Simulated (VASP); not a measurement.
# Si (I4/mmm) in VASP: further runs

One crystal, Si, is run at these levels: PBEsol; tasks: single point.

All numbers are computed with VASP 6.6.1; they aren't measurements. Logs are shortened: lines on timing, memory, paths and dates and some standing lists are left out, and cuts for length are marked.

## Step 1: The cell of the first run

The structure is tetragonal, space group I4/mmm (No. 139). The conventional cell has a = 6.651 Å, b = 6.651 Å, c = 3.729 Å, α = 90.00°, β = 90.00°, γ = 90.00°. Si (site symmetry m2m) has 4 Si at 2.30 to 2.38 Å as nearest neighbours.

This isn't the form of Si at room conditions, which is diamond.

## Step 2: Single point, PBEsol (strain +0.000 along x and y, -0.030 along z, atoms carried along)

INCAR

```
SYSTEM = Si
PREC = Accurate ; ENCUT = 520
EDIFF = 1E-6 ; ISMEAR = 0
SIGMA = 0.03 ; LREAL = .FALSE.
LASPH = .TRUE. ; NELM = 60
ALGO = Fast ; ISIF = 2
LWAVE = .FALSE. ; LCHARG = .TRUE.
GGA = PS ; LELF = .TRUE.
LVHAR = .TRUE. ; NBANDS = 16
```

KPOINTS

```
Automatic mesh
0
G
  10 10 10
  0 0 0
```

POSCAR

```
Si
1.0
   -3.3254442900      3.3254442900      1.8647140902
    3.3254442900     -3.3254442900      1.8647140902
    3.3254442900      3.3254442900     -1.8647140902
Si
4
Direct
    0.1788010600      0.1788010600      0.3576021200
    0.8211989400      0.8211989400      0.6423978800
    0.1788010600      0.8211989400      0.0000000000
    0.8211989400      0.1788010600      0.0000000000
```

Potentials or basis: VASP PAW PBE potentials, release 64 (Si).

The run is started by

```console
$ cat potpaw_PBE.64/Si/POTCAR > POTCAR
$ mpirun -np 1 vasp_std > vasp.out
```

OUTCAR:

```text
SYSTEM = Si
   PREC = Accurate
   ENCUT = 520
   EDIFF = 1E-6
   ISMEAR = 0
   LREAL = .FALSE.
   LASPH = .TRUE.
   NELM = 60
   ISIF = 2
   GGA = PS

 ion  position               nearest neighbor table
   1  0.179  0.179  0.358-   2 2.30   2 2.30   3 2.38   4 2.38
   2  0.821  0.821  0.642-   1 2.30   1 2.30   4 2.38   3 2.38
   3  0.179  0.821  0.000-   4 2.30   4 2.30   2 2.38   1 2.38
   4  0.821  0.179  0.000-   3 2.30   3 2.30   2 2.38   1 2.38

  LATTYP: Found a body centered tetragonal cell.
 ALAT       =     6.6508885800
 C/A-ratio  =     0.5607413409

  Lattice vectors:

 A1 = (  -3.3254442900,   3.3254442900,   1.8647140902)
 A2 = (   3.3254442900,  -3.3254442900,   1.8647140902)
 A3 = (   3.3254442900,   3.3254442900,  -1.8647140902)

Analysis of symmetry for initial positions (statically):
=====================================================================
 Subroutine PRICEL returns:
 Original cell was already a primitive cell.

 Routine SETGRP: Setting up the symmetry group for a
 body centered tetragonal supercell.

 Subroutine GETGRP returns: Found 16 space group operations
 (whereof 16 operations were pure point group operations)
 out of a pool of 16 trial point group operations.

The static configuration has the point symmetry D_4h.

Analysis of symmetry for dynamics (positions and initial velocities):
=====================================================================
 Subroutine PRICEL returns:
 Original cell was already a primitive cell.

 Routine SETGRP: Setting up the symmetry group for a
 body centered tetragonal supercell.

 Subroutine GETGRP returns: Found 16 space group operations
 (whereof 16 operations were pure point group operations)
 out of a pool of 16 trial point group operations.

The dynamic configuration has the point symmetry D_4h.

 Subroutine INISYM returns: Found 16 space group operations
 (whereof 16 operations are pure point group operations),
 and found     1 'primitive' translations

----------------------------------------------------------------------------------------

                                     Primitive cell

  volume of cell :      82.4844

  direct lattice vectors                    reciprocal lattice vectors
    -3.325444290  3.325444290  1.864714090     0.000000000  0.150355849  0.268137621
     3.325444290 -3.325444290  1.864714090     0.150355849  0.000000000  0.268137621
     3.325444290  3.325444290 -1.864714090     0.150355849  0.150355849  0.000000000

  length of vectors
     5.059082732  5.059082732  5.059082732     0.307416111  0.307416111  0.212635281

  position of ions in fractional coordinates (direct lattice)
     0.178801060  0.178801060  0.357602120
     0.821198940  0.821198940  0.642397880
     0.178801060  0.821198940  0.000000000
     0.821198940  0.178801060  0.000000000

  ion indices of the primitive-cell ions
   primitive index   ion index
                 1           1
                 2           2
                 3           3
                 4           4

----------------------------------------------------------------------------------------

 KPOINTS: Automatic mesh

Automatic generation of k-mesh.
 Grid dimensions read from file:
 generate k-points for:   10   10   10

 Generating k-lattice:

  Cartesian coordinates                     Fractional coordinates (reciprocal lattice)
     0.000000000  0.015035585  0.026813762     0.100000000  0.000000000  0.000000000
     0.015035585  0.000000000  0.026813762     0.000000000  0.100000000  0.000000000
     0.015035585  0.015035585  0.000000000     0.000000000  0.000000000  0.100000000

  Length of vectors
     0.030741611  0.030741611  0.021263528

  Shift w.r.t. Gamma in fractional coordinates (k-lattice)
     0.000000000  0.000000000  0.000000000

 Subroutine IBZKPT returns following result:
 ===========================================

 Found    102 irreducible k-points:

 Following reciprocal coordinates:
            Coordinates               Weight
  0.000000  0.000000  0.000000      1.000000
  0.100000  0.000000 -0.000000      8.000000
  0.200000  0.000000 -0.000000      8.000000
  0.300000  0.000000 -0.000000      8.000000
  0.400000  0.000000 -0.000000      8.000000
  0.500000  0.000000 -0.000000      4.000000
[... 16 lines left out ...]
  0.300000  0.300000 -0.000000      8.000000
  0.400000  0.300000 -0.000000     16.000000
 [... further k-points ...]
   k-points           NKPTS =    102   k-points in BZ     NKDIM =    102   number of bands    NBANDS=     16
   number of dos      NEDOS =    301   number of ions     NIONS =      4
   total plane-waves  NPLWV =  64000
   dimension x,y,z NGX =    40 NGY =   40 NGZ =   40
   dimension x,y,z NGXF=    80 NGYF=   80 NGZF=   80
   ions per type =               4
   NGX,Y,Z   is equivalent  to a cutoff of  13.14, 13.14, 13.14 a.u.
   NGXF,Y,Z  is equivalent  to a cutoff of  26.29, 26.29, 26.29 a.u.
 SYSTEM =  Si
   PREC   = accura    normal or accurate (medium, high low for compatibility)
   ISTART =      0    job   : 0-new  1-cont  2-samecut
   ICHARG =      2    charge: 1-file 2-atom 10-const
   ISPIN  =      1    spin polarized calculation?
   LNONCOLLINEAR =      F non collinear calculations
   LSORBIT =      F    spin-orbit coupling
   LASPH  =      T    aspherical Exc in radial PAW
   ENCUT  =  520.0 eV  38.22 Ry    6.18 a.u.   9.41  9.41  9.41*2*pi/ulx,y,z
   NELM   =     60;   NELMIN=  2; NELMDL= -5     # of ELM steps
   EDIFF  = 0.1E-05   stopping-criterion for ELM
   LREAL  =      F    real-space projection
   EDIFFG = 0.1E-04   stopping-criterion for IOM
   NSW    =      0    number of steps for IOM
   IBRION =     -1    ionic relax: 0-MD 1-quasi-New 2-CG
   NFREE  =      0    steps in history (QN), initial steepest desc. (CG)
   ISIF   =      2    stress and relaxation
   ISYM   =      2    0-nonsym 1-usesym 2-fastsym
   POTIM  = 0.5000    time-step for ionic-motion
   TEBEG  =    0.0;   TEEND  =   0.0 temperature during run
   PSTRESS=    0.0 pullay stress
   NELECT =      16.0000    total number of electrons
   NUPDOWN=      -1.0000    fix difference up-down
   EMIN   =  10.00;   EMAX   =-10.00  energy-range for DOS
   EFERMI =   0.00;   METHOD = LEGACY
   ISMEAR =     0;   SIGMA  =   0.03  broadening in eV -4-tet -1-fermi 0-gaus
   EFERMI_NEDOS =   21; number of points for ismear=-14 and -15
   IALGO  =     68    algorithm
   IMIX   =      4    mixing-type and parameters
     AMIX     =   0.40;   BMIX     =  1.00
     AMIX_MAG =   1.60;   BMIX_MAG =  1.00
  volume/ion in A,a.u.               =      20.62       139.16
  Fermi-wavevector in a.u.,A,eV,Ry     =   0.947671  1.790839 12.219127  0.898080
  Thomas-Fermi vector in A             =   2.075787
   LORBIT       =      0    0 simple, 1 ext, 2 COOP (PROOUT), +10 PAW based schemes
   GGA     = PS    functional components
   LHFCALC =     F    Hartree Fock is set to
   AEXX    =    0.0000 exact exchange contribution
   IVDW    =     0    specifies the selected vdW correction
   LEPSILON=     F    determine dielectric tensor
   LRPA    =     F    only Hartree local field effects (RPA)
 non-spin polarized calculation
 RMM-DIIS sequential band-by-band and
 Gauss-broadening in eV      SIGMA  =   0.03
  energy-cutoff  :      520.00
  volume of cell :       82.48
 maximum number of plane-waves:      2239
 NGX is ok and might be reduce to    40
   NGX = 19   NGY = 19   NGZ = 19

 number of electron      16.0000000 magnetization

 Free energy of the ion-electron system (eV)
  ---------------------------------------------------
  ext. energy  EPLUGINS =         0.00000000
  ---------------------------------------------------
  free energy    TOTEN  =       -22.49721956 eV

  energy without entropy =      -22.49721956  energy(sigma->0) =      -22.49721956

 E-fermi :   5.7580     XC(G=0):  -9.3499

 val. band max:        5.6562518255   @ k =   0.5000   0.5000   0.5000
 cond. band min:       5.8653911051   @ k =  -0.1000  -0.2000   0.1000
 fundamental gap:      0.2091392796
 Fermi energy:         5.7579797659

 k-point     1 :       0.0000    0.0000    0.0000
  band No.  band energies     occupation
      1      -6.5749      2.00000
      2      -2.4178      2.00000
      3       0.0217      2.00000
      4       0.0217      2.00000
      5       1.7935      2.00000
      6       4.3355      2.00000
[... 8 lines left out ...]
     15      11.3542      0.00000
     16      12.5284      0.00000

 k-point     2 :       0.1000    0.0000   -0.0000
  band No.  band energies     occupation
      1      -6.4566      2.00000
      2      -2.4289      2.00000
      3      -0.1045      2.00000
      4       0.1978      2.00000
      5       1.9047      2.00000
      6       3.6445      2.00000
[... 8 lines left out ...]
     15      10.7422      0.00000
     16      13.1820      0.00000

 k-point     3 :       0.2000    0.0000   -0.0000
  band No.  band energies     occupation
      1      -6.1071      2.00000
      2      -2.4084      2.00000
      3      -0.4700      2.00000
      4       0.5215      2.00000
      5       2.0869      2.00000
      6       2.4599      2.00000
[... 8 lines left out ...]
     15      10.8897      0.00000
     16      12.6436      0.00000

 k-point     4 :       0.3000    0.0000   -0.0000
  band No.  band energies     occupation
      1      -5.5483      2.00000
      2      -2.2787      2.00000
      3      -1.1536      2.00000
      4       0.3469      2.00000
      5       1.5848      2.00000
      6       2.1728      2.00000
[... 8 lines left out ...]
     15      12.2455      0.00000
     16      12.7190      0.00000
[... 324 lines left out ...]
 k-point    22 :      -0.2000    0.2000    0.0000
  band No.  band energies     occupation
      1      -6.3553      2.00000
      2      -3.1636      2.00000
      3       0.0390      2.00000
      4       0.1994      2.00000
      5       2.7281      2.00000
      6       4.0669      2.00000
[... 8 lines left out ...]
     15      11.7932      0.00000
     16      13.3279      0.00000

 k-point    23 :       0.3000    0.3000   -0.0000
  band No.  band energies     occupation
      1      -4.3379      2.00000
      2      -3.0576      2.00000
      3      -2.1794      2.00000
      4      -0.0770      2.00000
      5       1.0442      2.00000
      6       2.7709      2.00000
[... 8 lines left out ...]
     15      11.9910      0.00000
     16      13.7160      0.00000

 k-point    24 :       0.4000    0.3000   -0.0000
  band No.  band energies     occupation
      1      -4.7988      2.00000
      2      -3.6785      2.00000
      3      -1.4548      2.00000
      4       0.6337      2.00000
      5       1.3092      2.00000
      6       2.5880      2.00000
[... 8 lines left out ...]
     15      11.9532      0.00000
     16      12.8234      0.00000

 [... further k-points ...]

------------------------ aborting loop because EDIFF is reached ----------------------------------------

  FORCE on cell =-STRESS in cart. coord.  units (eV):
  Direction    XX          YY          ZZ          XY          YZ          ZX
  --------------------------------------------------------------------------------------
  -------------------------------------------------------------------------------------
  Total        0.3981562      0.3981562      3.4353500      0.0000000      0.0000000     -0.0000000
  in kB        7.7337914      7.7337914     66.7282872      0.0000000      0.0000000     -0.0000000
  external PRESSURE =      27.3986233 kB  Pullay stress =       0.0000000 kB

 VOLUME and BASIS-vectors are now :
 -----------------------------------------------------------------------------
  energy-cutoff  :      520.00
  volume of cell :       82.48
      direct lattice vectors                 reciprocal lattice vectors
    -3.325444290  3.325444290  1.864714090     0.000000000  0.150355849  0.268137621
     3.325444290 -3.325444290  1.864714090     0.150355849  0.000000000  0.268137621
     3.325444290  3.325444290 -1.864714090     0.150355849  0.150355849  0.000000000

 POSITION                                       TOTAL-FORCE (eV/Angst)
 -----------------------------------------------------------------------------------
      1.18919      1.18919     -0.00000        -0.245122     -0.245122     -0.000000
      2.13626      2.13626      1.86471         0.245122      0.245122      0.000000
      2.13626     -2.13626      1.86471         0.245122     -0.245122      0.000000
     -2.13626      2.13626      1.86471        -0.245122      0.245122      0.000000
 -----------------------------------------------------------------------------------
    total drift:                               -0.000000     -0.000000      0.000000

  FREE ENERGIE OF THE ION-ELECTRON SYSTEM (eV)
  ---------------------------------------------------
  free  energy   TOTEN  =       -22.4972195649 eV

  energy  without entropy=      -22.4972195642  energy(sigma->0) =      -22.49721956
```

Run time: 3.6 min. Hardware: 1 thread of AMD EPYC 7R43 (Zen 3), shared host; peak memory 0.24 GiB.

Results:

```yaml
Free_energy: -22.4972 eV
Pressure: 2.7 GPa
Largest_force: 0.347 eV/Å
Band_gap_on_the_k_mesh: 0.21 eV, indirect (least direct gap 0.63 eV)
```

Forces on the atoms (eV/Å):
```
Si  -0.245 -0.245  0.000
Si   0.245  0.245  0.000
Si   0.245 -0.245  0.000
Si  -0.245  0.245  0.000
```

Caveat: the PAW data sets were made with another functional, which shifts forces and pressure a little. A k mesh can miss the band edges.

## Step 3: Single point, PBEsol (strain -0.030 along x and y, -0.030 along z, atoms carried along)

INCAR

```
ALGO = Fast
EDIFF = 1E-6
ENCUT = 520
GGA = PS
ISIF = 2
ISMEAR = 0
LASPH = True
LCHARG = False
LREAL = False
LWAVE = False
NBANDS = 16
NELM = 100
PREC = Accurate
SIGMA = 0.03
```

KPOINTS

```
k-points
0
Gamma
  10 10 10
```

POSCAR

```
Si
1.0
   -3.2256809613      3.2256809613      1.8647140902
    3.2256809613     -3.2256809613      1.8647140902
    3.2256809613      3.2256809613     -1.8647140902
Si
4
Direct
    0.1788010600      0.1788010600      0.3576021200
    0.8211989400      0.8211989400      0.6423978800
    0.1788010600      0.8211989400      0.0000000000
    0.8211989400      0.1788010600      0.0000000000
```

Potentials or basis: VASP PAW PBE potentials, release 64 (Si).

The run is started by

```console
$ cat potpaw_PBE.64/Si/POTCAR > POTCAR
$ mpirun -np 1 vasp_std > vasp.out
```

Run time: 3 min. Hardware: 1 thread of AMD EPYC 7R43 (Zen 3), shared host; peak memory 0.24 GiB.

Results (log left out):

| Property | Result |
| --- | --- |
| Free energy | -22.3541 eV |
| Pressure | 9.2 GPa |
| Largest force | 0.131 eV/Å |
| Band gap on the k mesh | none (metal or under the smearing width) |

Forces in eV/Å, atoms in the order of the input:
```
Si   0.093  0.093  0.000
Si  -0.093 -0.093  0.000
Si  -0.093  0.093  0.000
Si   0.093 -0.093  0.000
```

Stress tensor (GPa, compression positive):
```
9.06 0.00 0.00
0.00 9.06 0.00
0.00 0.00 9.49
```

Levels at points of the mesh, in eV from the Fermi level:
| k point | band 4 | band 5 | band 6 | band 7 | band 8 | band 9 | band 10 | band 11 | band 12 | band 13 |
| --- | --- | --- | --- | --- | --- | --- | --- | --- | --- | --- |
| (0.00, 0.00, 0.00) | -5.79 | -4.13 | -1.55 | -1.55 | -0.59 | 1.30 | 1.79 | 1.79 | 2.30 | 2.30 |
| (0.50, 0.00, 0.00) | -6.35 | -4.75 | -3.82 | -2.59 | -1.48 | 0.64 | 2.47 | 2.93 | 3.42 | 4.44 |
| (0.50, 0.50, 0.00) | -5.03 | -3.12 | -2.14 | -2.07 | -1.71 | 1.62 | 1.86 | 1.97 | 4.16 | 4.41 |
| (0.50, 0.50, 0.50) | -5.55 | -3.15 | -0.15 | 0.07 | 0.07 | 0.23 | 3.67 | 4.04 | 4.43 | 4.60 |

Caveat: the PAW data sets were made with another functional, which shifts forces and pressure a little.

## Step 4: Single point, PBEsol (strain +0.030 along x and y, -0.030 along z, atoms carried along)

INCAR

```
  PREC = Accurate
  ENCUT = 520
  EDIFF = 1E-6
  ISMEAR = 0
  SIGMA = 0.03
  LREAL = False
  LASPH = True
  NELM = 80
  ALGO = Fast
  ISIF = 2
  LWAVE = False
  LCHARG = True
  GGA = PS
  LELF = True
  LVHAR = True
  NBANDS = 16
```

KPOINTS

```
regular mesh
0
Gamma
  10 10 10
```

POSCAR

```
Si
1.0
   -3.4252076187      3.4252076187      1.8647140902
    3.4252076187     -3.4252076187      1.8647140902
    3.4252076187      3.4252076187     -1.8647140902
Si
4
Direct
    0.1788010600      0.1788010600      0.3576021200
    0.8211989400      0.8211989400      0.6423978800
    0.1788010600      0.8211989400      0.0000000000
    0.8211989400      0.1788010600      0.0000000000
```

Potentials or basis: VASP PAW PBE potentials, release 64 (Si).

The run is started by

```console
$ cat potpaw_PBE.64/Si/POTCAR > POTCAR
$ mpirun -np 1 vasp_std > vasp.out
```

OUTCAR:

```text
PREC = Accurate
   ENCUT = 520
   EDIFF = 1E-6
   ISMEAR = 0
   LREAL = False
   LASPH = True
   NELM = 80
   ISIF = 2
   GGA = PS

 ion  position               nearest neighbor table
   1  0.179  0.179  0.358-   2 2.32   2 2.32   3 2.45   4 2.45
   2  0.821  0.821  0.642-   1 2.32   1 2.32   4 2.45   3 2.45
   3  0.179  0.821  0.000-   4 2.32   4 2.32   2 2.45   1 2.45
   4  0.821  0.179  0.000-   3 2.32   3 2.32   2 2.45   1 2.45

  LATTYP: Found a body centered tetragonal cell.
[... 656 lines left out ...]
  FORCE on cell =-STRESS in cart. coord.  units (eV):
  Direction    XX          YY          ZZ          XY          YZ          ZX
  --------------------------------------------------------------------------------------
  -------------------------------------------------------------------------------------
  Total       -2.9151266     -2.9151266      2.4331654      0.0000000      0.0000000      0.0000000
  in kB      -53.3730422    -53.3730422     44.5488164      0.0000000      0.0000000      0.0000000
  external PRESSURE =     -20.7324227 kB  Pullay stress =       0.0000000 kB

 VOLUME and BASIS-vectors are now :
 -----------------------------------------------------------------------------
  energy-cutoff  :      520.00
  volume of cell :       87.51
      direct lattice vectors                 reciprocal lattice vectors
    -3.425207619  3.425207619  1.864714090     0.000000000  0.145976553  0.268137621
     3.425207619 -3.425207619  1.864714090     0.145976553  0.000000000  0.268137621
     3.425207619  3.425207619 -1.864714090     0.145976553  0.145976553  0.000000000

 POSITION                                       TOTAL-FORCE (eV/Angst)
 -----------------------------------------------------------------------------------
      1.22486      1.22486     -0.00000        -0.438878     -0.438878      0.000000
      2.20035      2.20035      1.86471         0.438878      0.438878     -0.000000
      2.20035     -2.20035      1.86471         0.438878     -0.438878     -0.000000
     -2.20035      2.20035      1.86471        -0.438878      0.438878     -0.000000
 -----------------------------------------------------------------------------------
    total drift:                               -0.000000     -0.000000      0.000000

  FREE ENERGIE OF THE ION-ELECTRON SYSTEM (eV)
  ---------------------------------------------------
  free  energy   TOTEN  =       -22.4203187729 eV

  energy  without entropy=      -22.4203187729  energy(sigma->0) =      -22.42031877
```

Run time: 3.3 min. Hardware: 1 thread of AMD EPYC 7R43 (Zen 3), shared host; peak memory 0.25 GiB.

What came out:

```
Free energy            : -22.4203 eV
Pressure               : -2.1 GPa
Largest force          : 0.621 eV/Å
Band gap on the k mesh : 0.25 eV, indirect (least direct gap 1.00 eV)
```

Forces on the atoms (eV/Å):
```
Si  -0.439 -0.439  0.000
Si   0.439  0.439  0.000
Si   0.439 -0.439  0.000
Si  -0.439  0.439  0.000
```

Caveat: the PAW data sets were made with another functional, which shifts forces and pressure a little. A k mesh can miss the band edges.

## Step 5: Overview

```csv
cell,gap on the mesh (eV),pressure (GPa),largest force (eV/Å)
"strain +0.000 along x and y, -0.030 along z, atoms carried along",0.21,2.7,0.35
"strain -0.030 along x and y, -0.030 along z, atoms carried along",none,9.2,0.13
"strain +0.030 along x and y, -0.030 along z, atoms carried along",0.25,-2.1,0.62
```

Alike in all rows: task single point; level PBEsol; potentials or basis VASP PAW PBE potentials, release 64 (Si); no spin polarisation; k mesh 10 × 10 × 10; cutoff (eV) 520; smearing gaussian 0.03 eV.

Caveats: the PAW data sets were made with another functional, which shifts forces and pressure a little.

Total energies depend on the potentials used, so only differences within one code and one set of settings carry meaning.
